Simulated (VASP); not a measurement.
Set up this calculation in VASP 6.6.1, as the native input.

| Property | Result |
| --- | --- |
| Task | single point |
| Functional | r2SCAN |
| Potentials or basis | VASP PAW PBE potentials, release 64 (Sn_d) |
| Cutoff | 900 eV |
| k mesh | 19 × 19 × 19 |
| Occupations | gaussian, width 0.1 eV |
| Spin | no spin polarisation |
| Further INCAR settings | ADDGRID = False; ALGO = Normal; EDIFF = 1e-08; NBANDS = 13 |

The structure of Sn lies in POSCAR:

```
Sn
1.0
   -2.0291894110      2.0291894110      1.6607599896
    2.0291894110     -2.0291894110      1.6607599896
    2.0291894110      2.0291894110     -1.6607599896
Sn
1
Direct
    0.0000000000      0.0000000000      0.0000000000
```

This isn't the form of Sn at room conditions, which is tetragonal (white tin).

One way to write it, as run:

INCAR

```
ADDGRID = F
ALGO = Normal
EDIFF = 1E-8
ENCUT = 900
ISIF = 2
ISMEAR = 0
LASPH = T
LCHARG = F
LMIXTAU = T
LREAL = F
LWAVE = F
METAGGA = R2SCAN
NBANDS = 13
NELM = 100
PREC = Accurate
SIGMA = 0.1
```

KPOINTS

```
k-points
0
Gamma
  19 19 19
```

Potentials or basis: VASP PAW PBE potentials, release 64 (Sn_d).

Launch:

```console
$ cat potpaw_PBE.64/Sn_d/POTCAR > POTCAR
$ mpirun -np 1 vasp_std > vasp.out
```

It gave:

```json
{
 "Pressure": "-0.1 GPa",
 "Band gap on the k mesh": "none (metal or under the smearing width)"
}
```

Caveat: the PAW data sets were made with another functional, which shifts forces and pressure a little.

Run time: 17 min on 1 thread of Intel(R) Xeon(R) Platinum 8259CL CPU @ 2.50GHz (Skylake/Cascade Lake) (shared host), peak memory 0.52 GiB.
